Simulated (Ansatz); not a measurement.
# K (omega type): how the settings move a single-point run

Aim: see which settings change the result for K (omega type), by how much, and at what cost.

Program: Ansatz 0.2.0. Level of theory: reference: DFT, PBE, PAW with Ansatz's default frozen-core files, scalar-relativistic. These are calculated values, not measurements.

## Step 1: The structure to begin with

The structure is hexagonal, space group P6/mmm (No. 191). The conventional cell has a = 6.200 Å, b = 6.200 Å, c = 3.684 Å, α = 90.00°, β = 90.00°, γ = 120.00°. K (site symmetry 6/mmm) has 14 K at 3.68 to 4.03 Å as nearest neighbours. Around K (site symmetry -6m2) lie 11 K at 3.58 to 4.03 Å.

Coordinates:

```
CELL_PARAMETERS angstrom
6.20039 0.00000 0.00000
-3.10019 5.36969 0.00000
0.00000 0.00000 3.68448
ATOMIC_POSITIONS crystal
K 0.00000 0.00000 0.00000
K 0.33333 0.66667 0.50000
K 0.66667 0.33333 0.50000
```

## Step 2: Reference

input.yaml reads:

```yaml
crystal:
  lattice:
    - [6.2003871216, 0.0, 0.0]
    - [-3.1001935608, 5.3696927606, 0.0]
    - [0.0, 0.0, 3.6844764004]
  atoms:
    - { symbol: K, position: [0.0, 0.0, 0.0] }
    - { symbol: K, position: [0.3333333333, 0.6666666667, 0.5] }
    - { symbol: K, position: [0.6666666667, 0.3333333333, 0.5] }
kpoints:
  mp_grid: { grid: [5, 5, 7] }
  band_path:
    path:
      - [0.0, 0.0, 0.0]
      - [0.5, 0.0, 0.0]
      - [0.3333333333, 0.3333333333, 0.0]
      - [0.0, 0.0, 0.0]
      - [0.0, 0.0, 0.5]
      - [0.5, 0.0, 0.5]
      - [0.3333333333, 0.3333333333, 0.5]
      - [0.0, 0.0, 0.5]
      - [0.5, 0.0, 0.5]
    npoints: 8
scf:
  occupations: { method: fermi_dirac, width: 0.1 }
hamiltonian:
  xc: pbe
  pseudopotentials: { kind: paw }
output:
  forces: true
  stress: true
  eigenvalues: true
  populations: true
  dos: { projected: true, de: 0.2, e_range: [-14, 8] }
```

Command:

```console
$ ansatz run input.yaml --threads 1 --pin off --max-ram 3072MiB --backend cpu --events-out ev --progress --plain --runs-dir out
```

## Step 3: Changed: symmetry.detect false, preconditioner none

Changes to input.yaml since step 2:

```diff
@@ -9,2 +9,3 @@
     - { symbol: K, position: [0.6666666667, 0.3333333333, 0.5] }
+  symmetry: { detect: false }
 kpoints:
@@ -25,2 +26,3 @@
   occupations: { method: fermi_dirac, width: 0.1 }
+  mixing: { preconditioner: none }
 hamiltonian:
@@ -33,2 +35 @@
   populations: true
-  dos: { projected: true, de: 0.2, e_range: [-14, 8] }
```

Q: Predict the outcome of this session. Wanted: for each run, ending; energy change; pressure; gap; force.

**Answer**, as computed:

```tsv
run	ending	energy change	pressure (GPa)	gap (eV)	force (eV/Å)	cycles	time
reference	converged	0	6.3	0.00	0.00	6	4.1 s
1: symmetry.detect false, preconditioner none	converged	0.0 meV/atom	6.3	0.00	0.00	6	20 s
```

Times don't compare one to one where runs were asked for different outputs or read a saved state (see the inputs); cycles may leave out searches for a lower state.

Residual by cycle in the longest SCF loop of each run; runs are numbered as in the table. The quantity is the density residual dr2, in eV.

```tsv
cycle	reference	run 1
1	7.9e-4	7.7e-4
2	4.3e-4	1.0e-4
3	8.5e-5	9.5e-6
4	1.8e-5	2.7e-7
5	1.1e-6	2.3e-8
6	8.5e-8	6.9e-9
```

What this shows: Energy and cycle count are those of the reference, so the change (use of symmetry and mixing) left the result and the number of cycles as they were.
